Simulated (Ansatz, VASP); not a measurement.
## One calculation of Ir, two programs

```
Ir
1.0
     0.00000    1.88051    1.88051
     1.88051    0.00000    1.88051
     1.88051    1.88051    0.00000
Ir
1
Cartesian
  0.0000 0.0000 0.0000
```

Change from the starting cell: volume scaled by 0.94, crystal datasets.

Alike in both runs: task electric field gradients; functional PBEsol; k mesh 18 × 18 × 18; occupations fermi-dirac, width 0.05 eV; no spin polarisation.

```csv
,VASP,Ansatz
version,VASP 6.6.1,Ansatz 0.2.0
potentials or method,"VASP PAW PBE potentials, release 64 (Ir), cutoff 520 eV","all-electron PAW with datasets made for the crystal, scalar-relativistic"
```

```tsv
	VASP	Ansatz	Ansatz less VASP
pressure (GPa)	25.8	24.2	-1.60
Vzz of the field gradient on the site that differs most (V/Å²)	0.0	0.0	0.00
```

Ansatz ran all-electron here, so the differences hold the error of VASP's frozen core and of both bases. Ansatz warned: «gradients_without_spin_orbit».

Caveats: so large a pressure means that the cell lies far from this level's equilibrium, or that cutoff or potentials fall short (VASP); the potentials were made for another functional, which shifts forces and pressure (VASP). Spin-orbit coupling is left out, which matters for the levels of Ir.
